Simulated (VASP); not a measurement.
# LaB6: B into a neighbouring B vacancy, part 5 of 5

Aim: the barrier for one hop in LaB6: B into a neighbouring B vacancy. The start is a cell from a database of measured crystal structures.

VASP 6.6.1; PBE; plane waves and PAW (La, B).

So far. Step 3 (Relax the start): The run ended after 13 ionic steps, 0.198 eV below its first step, once the forces on the free atoms met EDIFFG = -0.05. Step 4 (Relax the end): The run ended after 15 ionic steps, 0.275 eV below its first step, once the forces on the free atoms met EDIFFG = -0.05.

### 5. Nudged elastic band (continued)

OUTCAR, selected parts (step 5):

```text
  tangential force (eV/A)        -0.710189
  left and right image   0.013474  0.484261 A

  tangential force (eV/A)        -0.801119
  left and right image   0.040141  0.478326 A

 k-point     1 :       0.0000    0.0000    0.0000
  band No.  band energies     occupation
    ...
     52       5.9433      2.00000
     53       6.6193      2.00000
     54       7.4186      2.00000
     55       7.4235      2.00000
     56       7.9579      1.87940
     57       8.5729     -0.00001
     58       8.7371     -0.00000
     59       8.7382     -0.00000
     60       9.3412     -0.00000
     61       9.3420     -0.00000
    ...

 POSITION                                       TOTAL-FORCE (eV/Angst)
 -----------------------------------------------------------------------------------
      0.00495      0.00247      0.00235        -0.006026      0.002974     -0.006825
      4.15198      4.15126      0.00313        -0.012008     -0.005303     -0.007615
     -0.00313      4.15446      0.00128         0.021865     -0.014317     -0.008368
      4.15248      0.00215      0.00258        -0.013512      0.002668     -0.006214
      2.07475      2.07776     -0.84675        -0.001020     -0.004770      0.012048
      6.22777      2.07944     -0.85755         0.018610     -0.013435     -0.000567
      2.07811      6.22745     -0.85789        -0.004063      0.004252      0.002312
      2.07821      2.07883      0.85431        -0.007192     -0.002843      0.004757
      2.07352      2.07078      4.95354        -0.000398      0.013398      0.041623
      2.07430      6.22951      0.81293         0.013064     -0.001573     -0.008248
      2.07960     -2.07597      4.96684        -0.005258     -0.006505     -0.008725
      2.07974      3.31759      2.08240        -0.004233     -0.017730      0.000162
      6.23019     -0.83626      2.04769         0.002160      0.012272      0.003174
      2.07395     -0.81770      2.04987         0.009014     -0.007535      0.002689
[...]
-----------------------------------------------------------------------------------
    total drift:                                0.009445      0.001182      0.110017

  FREE ENERGIE OF THE ION-ELECTRON SYSTEM (eV)
  ---------------------------------------------------
  free  energy   TOTEN  =      -185.8187093265 eV

  energy  without entropy=     -185.8180846553  energy(sigma->0) =     -185.81850110

  tangential force (eV/A)        -0.773520
  left and right image   0.064532  0.474248 A

[... 5 parts as in an earlier step ...]

[... 10 further parts left out ...]
[key lines of the parts left out:]
E-fermi :   8.0549
```

The band used up its steps before its forces met the threshold, so no barrier is taken from it.

### 6. What came out

| Quantity | Value |
| --- | --- |
| result | none |

What this shows: The session ends without its result: «nudged elastic band» used up its steps.

[Lines on the potential files, build, host, timing and source positions are cut from VASP's logs without a mark.]

[Logs are printed without paths, hosts, clocks, repeated set-up lines and the standing remarks that a program may print on its own settings, such as how far it seeks lower states.]

[Hosts, paths, dates, database ids (printed as entryN), source tags and the programs' standing remarks are cut or masked in the printed files.]

[Runs that stopped without an error message from VASP are left out.]
